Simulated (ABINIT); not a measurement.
# B (Pm-3m) in ABINIT: reference runs

How does B come out in PBE? The cell is run as given and disturbed.

Everything below comes from runs of ABINIT 10.8.3 (patched build). Logs are shortened: lines on timing, memory, paths and dates and some standing lists are left out, and cuts for length are marked. The log counts tension as positive stress, the text compression.

## 1. Starting point

The structure is cubic, space group Pm-3m (No. 221). The conventional cell has a = 1.885 Å, b = 1.885 Å, c = 1.885 Å, α = 90.00°, β = 90.00°, γ = 90.00°. B (site symmetry m-3m) has 6 B at 1.89 Å as nearest neighbours.

The cell was built by a generator and needn't be a form met in nature.

## 2. Single point, PBE

Contents of run.abi:

```
# Pseudopotentials
pp_dirpath "./"
pseudos "B.GGA_PBE-JTH.xml"

# Structure
structure "poscar:POSCAR"
natom 1

# Plane-wave basis
ecut 15.0
pawecutdg 30.0
pawxcdev 0

# k points
kptopt 1
ngkpt 14 14 14
nshiftk 1
shiftk 0.0 0.0 0.0

# Exchange and correlation
ixc 11

# Bands and occupations
nband 6
occopt 3
tsmear 0.05 eV

# SCF cycle
nstep 100
tolvrs 1.0e-9

# Output
iomode 3
prtwf 0
prtden 0
prteig 0
prtebands 0
enunit 2
```

Contents of POSCAR:

```
B
1.0
    1.8852400000      0.0000000000      0.0000000000
    0.0000000000      1.8852400000      0.0000000000
    0.0000000000      0.0000000000      1.8852400000
B
1
Direct
    0.5000000000      0.5000000000      0.5000000000  B
```

Potentials or basis: JTH PAW PBE v2.0.

Run with:

```
abinit run.abi > log 2>&1
```

run.abo:

```text
.Version 10.8.3 of ABINIT
 Symmetries : space group Pm -3 m (#221); Bravais cP (primitive cubic)
================================================================================
 Values of the parameters that define the memory need of the present run
     intxc =       0    ionmov =       0      iscf =      17    lmnmax =       8
     lnmax =       4     mgfft =      15  mpssoang =       2    mqgrid =    3001
     natom =       1  nloc_mem =       2    nspden =       1   nspinor =       1
    nsppol =       1      nsym =      48    n1xccc =       1    ntypat =       1
    occopt =       3   xclevel =       2
       mpw =         136          nfft =        3375          nkpt =         120
 PAW method is used; the additional fine FFT grid is defined by:
   mgfftf=        18    nfftf =      5832
================================================================================
================================================================================

--------------------------------------------------------------------------------
------------- Echo of variables that govern the present computation ------------
--------------------------------------------------------------------------------
 -outvars: echo values of preprocessed input variables --------
            acell      1.0000000000E+00  1.0000000000E+00  1.0000000000E+00 Bohr
              amu      1.08110000E+01
             ecut      1.50000000E+01 Hartree
           enunit           2
                       outvar_i_n : Printing only first  50 k-points.
              ixc          11
                       outvar_i_n : Printing only first  50 k-points.
         kptrlatt       14    0    0      0   14    0      0    0   14
          kptrlen      4.98762219E+01
            natom           1
            nband           6
            ngfft          15      15      15
          ngfftdg          18      18      18
             nkpt         120
            nstep         100
             nsym          48
           ntypat           1
                       prtocc : prtvol=0, do not print more k-points.
           occopt           3
        pawecutdg      3.00000000E+01 Hartree
         pawxcdev           0
           prtden           0
        prtebands           0
           prteig           0
            prtwf           0
            rprim      3.5625872816E+00  0.0000000000E+00  0.0000000000E+00
                       0.0000000000E+00  3.5625872816E+00  0.0000000000E+00
                       0.0000000000E+00  0.0000000000E+00  3.5625872816E+00
          spgroup         221
           tolvrs      1.00000000E-09
           tsmear      1.83746611E-03 Hartree
            typat      1
           useylm           1
                       outvars : Printing only first  50 k-points.
           xangst      9.4262000000E-01  9.4262000000E-01  9.4262000000E-01
            xcart      1.7812936408E+00  1.7812936408E+00  1.7812936408E+00
             xred      5.0000000000E-01  5.0000000000E-01  5.0000000000E-01
            znucl        5.00000

================================================================================

 chkinp: Checking input parameters for consistency.

================================================================================
== DATASET  1 ==================================================================

--- !DatasetInfo
iteration_state: {dtset: 1, }
dimensions: {natom: 1, nkpt: 120, mband: 6, nsppol: 1, nspinor: 1, nspden: 1, mpw: 136, }
cutoff_energies: {ecut:  15.0, pawecutdg:  30.0, }
electrons: {nelect:   3.00000000E+00, charge:   0.00000000E+00, occopt:   3.00000000E+00, tsmear:   1.83746611E-03, }
meta: {optdriver: 0, ionmov: 0, optcell: 0, iscf: 17, paral_kgb: 0, }
...

 Exchange-correlation functional for the present dataset will be:
  GGA: Perdew-Burke-Ernzerhof functional - ixc=11
  J.P.Perdew, K.Burke, M.Ernzerhof, PRL 77, 3865 (1996)

 Real(R)+Recip(G) space primitive vectors, cartesian coordinates (Bohr,Bohr^-1):
 R(1)=  3.5625873  0.0000000  0.0000000  G(1)=  0.2806949  0.0000000  0.0000000
 R(2)=  0.0000000  3.5625873  0.0000000  G(2)=  0.0000000  0.2806949  0.0000000
 R(3)=  0.0000000  0.0000000  3.5625873  G(3)=  0.0000000  0.0000000  0.2806949
 Unit cell volume ucvol=  4.5216458E+01 bohr^3
 Angles (23,13,12)=  9.00000000E+01  9.00000000E+01  9.00000000E+01 degrees

 Coarse grid specifications (used for wave-functions):

 getcut: wavevector=  0.0000  0.0000  0.0000  ngfft=  15  15  15
         ecut(hartree)=     15.000   => boxcut(ratio)=   2.25399

 getcut : COMMENT -
  Note that boxcut > 2.2 ; recall that boxcut=Gcut(box)/Gcut(sphere) = 2
  is sufficient for exact treatment of convolution.
  Such a large boxcut is a waste : you could raise ecut
  e.g. ecut=   19.051747 Hartrees makes boxcut=2

 Fine grid specifications (used for densities):

 getcut: wavevector=  0.0000  0.0000  0.0000  ngfft=  18  18  18
         ecut(hartree)=     30.000   => boxcut(ratio)=   2.04919

--- Pseudopotential description ------------------------------------------------
- pspini: atom type   1  psp file is ./B.GGA_PBE-JTH.xml
 Pseudopotential format is: paw10
 basis_size (lnmax)=  4 (lmn_size=  8), orbitals=   0   0   1   1
 Spheres core radius: rc_sph= 1.70616958
 Shapefunction is SIN type: shapef(r)=[sin(pi*r/rshp)/(pi*r/rshp)]**2
 Radius for shape functions =  1.40269776
 Compensation charge density is not taken into account in XC energy/potential

   1.25854815E+01                                ecore*ucvol(ha*bohr**3)
--------------------------------------------------------------------------------

================================================================================

--- !BeginCycle
iteration_state: {dtset: 1, }
solver: {iscf: 17, nstep: 100, nline: 4, wfoptalg: 10, }
tolerances: {tolvrs: 1.00E-09, }
...

     iter   Etot(hartree)      deltaE(h)  residm     nres2
 ETOT  1  -2.7931582577161    -2.793E+00 9.117E-01 9.209E-02
 ETOT  2  -2.8210758703387    -2.792E-02 1.607E-02 2.647E-02
 ETOT  3  -2.8210646186216     1.125E-05 1.541E-03 1.803E-03
 ETOT  4  -2.8210587805877     5.838E-06 2.327E-03 2.834E-05
 ETOT  5  -2.8210594773336    -6.967E-07 2.689E-04 3.517E-07
 ETOT  6  -2.8210594818543    -4.521E-09 3.140E-04 1.971E-08
 ETOT  7  -2.8210594820111    -1.568E-10 2.193E-04 2.700E-10

 At SCF step    7       nres2   =  2.70E-10 < tolvrs=  1.00E-09 =>converged.

 Cartesian components of stress tensor (hartree/bohr^3)
  sigma(1 1)= -9.13024490E-06  sigma(3 2)=  0.00000000E+00
  sigma(2 2)= -9.13024490E-06  sigma(3 1)=  0.00000000E+00
  sigma(3 3)= -9.13024490E-06  sigma(2 1)=  0.00000000E+00

--- !ResultsGS
iteration_state: {dtset: 1, }
comment   : Summary of ground state results
lattice_vectors:
- [  3.5625873,   0.0000000,   0.0000000, ]
- [  0.0000000,   3.5625873,   0.0000000, ]
- [  0.0000000,   0.0000000,   3.5625873, ]
lattice_lengths: [   3.56259,    3.56259,    3.56259, ]
lattice_angles: [ 90.000,  90.000,  90.000, ] # degrees, (23, 13, 12)
lattice_volume:   4.5216458E+01
convergence: {deltae: -1.568E-10, res2:  2.700E-10, residm:  2.193E-04, diffor: null, }
etotal    :  -2.82105948E+00
entropy   :   0.00000000E+00
fermie    :   2.89267424E-01
cartesian_stress_tensor: # hartree/bohr^3
- [ -9.13024490E-06,   0.00000000E+00,   0.00000000E+00, ]
- [  0.00000000E+00,  -9.13024490E-06,   0.00000000E+00, ]
- [  0.00000000E+00,   0.00000000E+00,  -9.13024490E-06, ]
pressure_GPa:   2.6862E-01
xred      :
- [  5.0000E-01,   5.0000E-01,   5.0000E-01,  B]
cartesian_forces: # hartree/bohr
- [ -0.00000000E+00,  -0.00000000E+00,  -0.00000000E+00, ]
force_length_stats: {min:   0.00000000E+00, max:   0.00000000E+00, mean:   0.00000000E+00, }
...

 Integrated electronic density in atomic spheres:
 ------------------------------------------------
 Atom  Sphere_radius  Integrated_density
    1        1.70617          1.78230672

================================================================================

 ----iterations are completed or convergence reached----

 Mean square residual over all n,k,spin=   40.195E-08; max=  21.932E-05
 reduced coordinates (array xred) for    1 atoms
       0.500000000000      0.500000000000      0.500000000000
 rms dE/dt=  0.0000E+00; max dE/dt=  0.0000E+00; dE/dt below (all hartree)
    1       0.000000000000      0.000000000000      0.000000000000

 cartesian coordinates (angstrom) at end:
    1      0.94262000000000     0.94262000000000     0.94262000000000

 cartesian forces (hartree/bohr) at end:
    1     -0.00000000000000    -0.00000000000000    -0.00000000000000
 frms,max,avg= 0.0000000E+00 0.0000000E+00   0.000E+00  0.000E+00  0.000E+00 h/b

 cartesian forces (eV/Angstrom) at end:
    1     -0.00000000000000    -0.00000000000000    -0.00000000000000
 frms,max,avg= 0.0000000E+00 0.0000000E+00   0.000E+00  0.000E+00  0.000E+00 e/A
 length scales=  1.000000000000  1.000000000000  1.000000000000 bohr
              =  0.529177210544  0.529177210544  0.529177210544 angstroms
 Fermi (or HOMO) energy (hartree) =   0.28927   Average Vxc (hartree)=  -0.45393
 Eigenvalues (hartree) for nkpt= 120  k points:
 kpt#   1, nband=  6, wtk=  0.00036, kpt=  0.0000  0.0000  0.0000 (reduced coord)
  -0.28921    0.79075    0.79075    0.79075    1.17844    1.17844
      occupation numbers for kpt#   1
   2.00000    0.00000    0.00000    0.00000    0.00000    0.00000
 prteigrs : prtvol=0 or 1, do not print more k-points.

 Fermi (or HOMO) energy (eV) =   7.87137   Average Vxc (eV)= -12.35217
 Eigenvalues (   eV  ) for nkpt= 120  k points:
 kpt#   1, nband=  6, wtk=  0.00036, kpt=  0.0000  0.0000  0.0000 (reduced coord)
  -7.86984   21.51744   21.51744   21.51744   32.06691   32.06691
 prteigrs : prtvol=0 or 1, do not print more k-points.

--- !EnergyTerms
iteration_state     : {dtset: 1, }
comment             : Components of total free energy in Hartree
kinetic             :  1.68765235756742E+00
hartree             :  3.70932775541302E-02
xc                  : -1.12933655939606E+00
Ewald energy        : -3.58386690582520E+00
psp_core            :  2.78338509324595E-01
local_psp           : -3.75621285712352E-01
PAW spherical_terms :  2.64853291324697E-01
internal            : -2.82088731516276E+00
'-kT*entropy'       : -1.71706777558430E-04
total_energy        : -2.82105902194032E+00
total_energy_eV     : -7.67649266687274E+01
...

--- !EnergyTermsDC
iteration_state     : {dtset: 1, }
comment             : '"Double-counting" decomposition of free energy'
band_energy         :  2.23781121655966E-01
Ewald energy        : -3.58386690582520E+00
psp_core            :  2.78338509324595E-01
xc_dc               :  2.46681388348864E-01
PAW spherical_terms :  1.41781112622574E-02
internal            : -2.82088777523352E+00
'-kT*entropy'       : -1.71706777558430E-04
total_energy_dc     : -2.82105948201107E+00
total_energy_dc_eV  : -7.67649391878904E+01
...

--- !EnergyTermsWithPAWCore
iteration_state     : {dtset: 1, }
comment             : 'Components of total free energy, including PAW core contributions'
Total energy        : -2.48087973853531E+01
Total energy DC     : -2.48087978454238E+01
Total energy (eV)   : -6.75081767951126E+02
Total energy DC (eV): -6.75081780470289E+02
...

 Cartesian components of stress tensor (hartree/bohr^3)
  sigma(1 1)= -9.13024490E-06  sigma(3 2)=  0.00000000E+00
  sigma(2 2)= -9.13024490E-06  sigma(3 1)=  0.00000000E+00
  sigma(3 3)= -9.13024490E-06  sigma(2 1)=  0.00000000E+00

-Cartesian components of stress tensor (GPa)         [Pressure=  2.6862E-01 GPa]
- sigma(1 1)= -2.68621079E-01  sigma(3 2)=  0.00000000E+00
- sigma(2 2)= -2.68621079E-01  sigma(3 1)=  0.00000000E+00
- sigma(3 3)= -2.68621079E-01  sigma(2 1)=  0.00000000E+00

== END DATASET(S) ==============================================================
================================================================================

 -outvars: echo values of variables after computation  --------
            acell      1.0000000000E+00  1.0000000000E+00  1.0000000000E+00 Bohr
           etotal     -2.8210594820E+00
            fcart     -0.0000000000E+00 -0.0000000000E+00 -0.0000000000E+00
            rprim      3.5625872816E+00  0.0000000000E+00  0.0000000000E+00
                       0.0000000000E+00  3.5625872816E+00  0.0000000000E+00
                       0.0000000000E+00  0.0000000000E+00  3.5625872816E+00
           strten     -9.1302448996E-06 -9.1302448996E-06 -9.1302448996E-06
                       0.0000000000E+00  0.0000000000E+00  0.0000000000E+00
           xangst      9.4262000000E-01  9.4262000000E-01  9.4262000000E-01
             xred      5.0000000000E-01  5.0000000000E-01  5.0000000000E-01
 Calculation completed.
```

It took 1.8 s on 1 thread of Intel Xeon 6975P-C (Granite Rapids), shared host; peak memory 0.07 GiB.

Results:

```yaml
Free_energy: -76.7649 eV
Pressure: 0.3 GPa
Band_gap_on_the_k_mesh: none (metal or under the smearing width)
Valence_electrons_inside_the_program's_atomic_spheres: B 1.78 (radii [0.9029] Å)
```

Levels at points of the mesh, in eV from the Fermi level:
| k point | band 1 | band 2 | band 3 | band 4 | band 5 |
| --- | --- | --- | --- | --- | --- |
| (0.00, 0.00, 0.00) | -15.74 | 13.65 | 13.65 | 13.65 | 24.20 |
| (0.50, 0.00, 0.00) | -8.19 | -6.18 | 17.52 | 17.52 | 30.02 |
| (0.50, 0.50, 0.00) | -1.91 | -1.91 | 4.34 | 8.23 | 20.68 |
| (0.50, 0.50, 0.50) | 3.45 | 3.45 | 3.45 | 16.67 | 16.67 |

## 3. Single point, PBE

Contents of run.py:

```python
import json, os
import numpy as np
from ase.units import GPa
from ase.calculators.abinit import Abinit, AbinitProfile
from ase.io import read

atoms = read('B.cif')

profile = AbinitProfile(command='abinit', pp_paths=[os.path.abspath('pseudos')])
params = dict(
    pps='pawxml', xc='PBE',
    ecut=408.1708,
    pawecutdg=816.3416,
    pawxcdev=0,
    kptopt=1,
    ngkpt=[14, 14, 14],
    nshiftk=1,
    shiftk=[0.0, 0.0, 0.0],
    ixc=11,
    nband=6,
    occopt=3,
    tsmear=0.05,
    nstep=100,
    tolvrs=1e-09,
    prtwf=0,
    prtden=0,
)

atoms.calc = Abinit(profile=profile, directory='run', **params)
energy = atoms.get_potential_energy()
forces = atoms.get_forces()
stress = atoms.get_stress()
print(f'energy {energy:.6f} eV')
print('forces (eV/A)')
print(np.round(forces, 5))
print('stress (GPa, Voigt, tension positive)', np.round(stress / GPa, 4))
json.dump(dict(energy=energy, forces=forces.tolist(), stress=stress.tolist(), cell=atoms.cell.tolist(), frac=atoms.get_scaled_positions(wrap=False).tolist()), open('results.json', 'w'))
```

Contents of B.cif:

```cif
data_B
_cell_length_a 1.88524000
_cell_length_b 1.88524000
_cell_length_c 1.88524000
_cell_angle_alpha 90.00000000
_cell_angle_beta 90.00000000
_cell_angle_gamma 90.00000000
_space_group_name_H-M_alt 'P1'
_space_group_name_Hall 'P 1'
_space_group_IT_number 1
loop_
_space_group_symop_operation_xyz
'x,y,z'
loop_
_atom_site_label
_atom_site_type_symbol
_atom_site_symmetry_multiplicity
_atom_site_Wyckoff_symbol
_atom_site_fract_x
_atom_site_fract_y
_atom_site_fract_z
_atom_site_occupancy
B1 B 1 a 0.5000000000 0.5000000000 0.5000000000 1
```

Potentials or basis: JTH PAW PBE v2.0.

Run with:

```
python run.py
```

Wall time 2.2 s (1 thread of Intel Xeon 6975P-C (Granite Rapids), shared host); peak memory 0.08 GiB.

It converged, with:

| Item | Value |
| --- | --- |
| Free energy | -76.7649 eV |
| Pressure | 0.3 GPa |
| Band gap on the k mesh | none (metal or under the smearing width) |
| Valence electrons inside the program's atomic spheres | B 1.78 (radii [0.9029] Å) |

Levels at points of the mesh, in eV from the Fermi level:
| k point | band 1 | band 2 | band 3 | band 4 | band 5 | band 6 |
| --- | --- | --- | --- | --- | --- | --- |
| (0.00, 0.00, 0.00) | -15.74 | 13.65 | 13.65 | 13.65 | 24.20 | 24.20 |
| (0.50, 0.00, 0.00) | -8.19 | -6.18 | 17.52 | 17.52 | 30.02 | 31.57 |
| (0.50, 0.50, 0.00) | -1.91 | -1.91 | 4.34 | 8.23 | 20.68 | 40.37 |
| (0.50, 0.50, 0.50) | 3.45 | 3.45 | 3.45 | 16.67 | 16.67 | 16.67 |

## 4. Single point, PBE (cell strained at random at fixed volume)

Edit run.abi of step 2 so:

```diff
@@ -5,7 +5,19 @@
 # Structure
-structure "poscar:POSCAR"
+acell 3*1.0 Angstrom
+rprim
+     1.9049750000     0.0031930000    -0.0199120000
+     0.0031930000     1.8640640000     0.0003960000
+    -0.0199120000     0.0003960000     1.8871180000
+ntypat 1
+znucl 5
 natom 1
+typat 1
+xred
+     0.4999830000     0.5183830000     0.5137780000
+chkprim 0
+chksymtnons 0
+tolsym 1.0e-6
 
 # Plane-wave basis
-ecut 15.0
+ecut 408.170794 eV
 pawecutdg 30.0
@@ -34,3 +46,2 @@
 prtwf 0
-prtden 0
 prteig 0
@@ -38 +49,5 @@
 enunit 2
+prtden 1
+prtvha 1
+prtvclmb 1
+prtpot 1
```

Potentials or basis: JTH PAW PBE v2.0.

Run with:

```
abinit run.abi > log 2>&1
```

run.abo:

```text
.Version 10.8.3 of ABINIT
 Symmetries : space group P-1 (#  2); Bravais aP (primitive triclinic)
================================================================================
 Values of the parameters that define the memory need of the present run
     intxc =       0    ionmov =       0      iscf =      17    lmnmax =       8
     lnmax =       4     mgfft =      15  mpssoang =       2    mqgrid =    3001
     natom =       1  nloc_mem =       2    nspden =       1   nspinor =       1
    nsppol =       1      nsym =       2    n1xccc =       1    ntypat =       1
    occopt =       3   xclevel =       2
       mpw =         138          nfft =        3375          nkpt =        1376
 PAW method is used; the additional fine FFT grid is defined by:
   mgfftf=        18    nfftf =      5832
================================================================================
================================================================================

--------------------------------------------------------------------------------
[... 234 lines left out ...]
  sigma(3 3)=  2.47147015E-05  sigma(2 1)= -3.51054613E-05

-Cartesian components of stress tensor (GPa)         [Pressure=  3.5444E-01 GPa]
- sigma(1 1)=  1.66929187E+00  sigma(3 2)= -2.07192620E-01
- sigma(2 2)= -3.45974053E+00  sigma(3 1)=  3.87937162E+00
- sigma(3 3)=  7.27131623E-01  sigma(2 1)= -1.03283833E+00

== END DATASET(S) ==============================================================
================================================================================

 -outvars: echo values of variables after computation  --------
            acell      1.8897261259E+00  1.8897261259E+00  1.8897261259E+00 Bohr
           etotal     -2.8211386282E+00
            fcart     -0.0000000000E+00 -0.0000000000E+00 -0.0000000000E+00
            rprim      1.9049750000E+00  3.1930000000E-03 -1.9912000000E-02
                       3.1930000000E-03  1.8640640000E+00  3.9600000000E-04
                      -1.9912000000E-02  3.9600000000E-04  1.8871180000E+00
           strten      5.6738077259E-05 -1.1759419045E-04  2.4714701540E-05
                      -7.0423340201E-06  1.3185716132E-04 -3.5105461283E-05
           xangst      9.4387996481E-01  9.6809899032E-01  9.5980932998E-01
             xred      4.9998300000E-01  5.1838300000E-01  5.1377800000E-01
 Calculation completed.
```

Run time: 11 s. Hardware: 1 thread of Intel Xeon 6975P-C (Granite Rapids), shared host; peak memory 0.11 GiB.

Results:

```yaml
Free_energy: -76.7671 eV
Pressure: 0.4 GPa
Band_gap_on_the_k_mesh: none (metal or under the smearing width)
Valence_electrons_inside_the_program's_atomic_spheres: B 1.76 (radii [0.9029] Å)
```

Levels at points of the mesh, in eV from the Fermi level:
| k point | band 1 | band 2 | band 3 | band 4 | band 5 | band 6 |
| --- | --- | --- | --- | --- | --- | --- |
| (0.00, 0.00, 0.00) | -15.75 | 13.02 | 13.60 | 14.32 | 23.76 | 24.58 |
| (0.50, 0.00, 0.00) | -8.24 | -6.48 | 17.26 | 17.95 | 30.28 | 31.54 |
| (0.00, 0.50, 0.00) | -8.15 | -5.86 | 17.15 | 17.69 | 29.72 | 31.49 |
| (0.50, 0.50, 0.00) | -2.14 | -1.66 | 4.36 | 8.24 | 20.62 | 40.17 |
| (0.00, 0.00, 0.50) | -8.20 | -6.21 | 16.93 | 18.11 | 30.00 | 31.44 |
| (0.50, 0.00, 0.50) | -2.36 | -1.71 | 3.93 | 8.13 | 21.07 | 40.60 |
| (0.00, 0.50, 0.50) | -1.94 | -1.67 | 4.66 | 8.36 | 20.32 | 39.79 |
| (0.50, 0.50, 0.50) | 3.15 | 3.29 | 3.90 | 16.20 | 16.65 | 16.99 |
